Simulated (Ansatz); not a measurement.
# NaI: a prediction, then the measurements

Computed with Ansatz 0.2.0, DFT PBE, scalar-relativistic, plane waves, PAW.

Cutoff 420 eV; k points 6×6×6 on the computed 2-atom cell (Γ-centred); Gaussian smearing, width 0.02 eV; no spin polarisation.

Relaxed structure:

```
CELL_PARAMETERS angstrom
0.00000 3.26453 3.26453
3.26453 0.00000 3.26453
3.26453 3.26453 0.00000
ATOMIC_POSITIONS crystal
Na 0.00000 0.00000 0.00000
I 0.50000 0.50000 0.50000
```

| Quantity | Value |
| --- | --- |
| Space group | Fm-3m (No. 225) |
| Volume per atom | 34.79 Å³ |
| Formation energy from the elements' standard states (uncorrected) | -1.280 eV/atom |
| Kohn–Sham band gap | 3.58 eV, direct at Γ |
| Orbital (Löwdin) character of the top 1 eV of the valence band | I 5p 98 % |
| Orbital (Löwdin) character of the lowest 1 eV of the conduction band | Na 3s 73 %, I 5s 15 %, I 5p 9 % |
| Electron masses at the edge by direction of the standard setting (m_e; one valley, along these axes only; no spin-orbit coupling) | x: 0.27; y: 0.27; z: 0.27 |
| Hole masses at the edge by direction of the standard setting (m_e; one valley, along these axes only; no spin-orbit coupling) | x: 1.7, 1.7, 0.39; y: 1.7, 1.7, 0.39; z: 1.7, 1.7, 0.39 |
| Bader charge by site (e) | Na (1 in the cell) 0.86, I (1 in the cell) -0.86 |

Spin-orbit coupling is left out, which matters for the bands of heavy elements.

**Against measurements.**

A measured lattice constant a of NaI is 6.46 Å (a printed reference work (textbook)); the calculated 6.529 Å exceeds it by 1.1 %. The calculation is for 0 K without zero-point motion.

The cell was relaxed from a distorted copy of a database structure. Kohn–Sham gaps at this level usually fall short of measured ones. Löwdin shares on free-atom orbitals overweight diffuse shells in the empty bands.
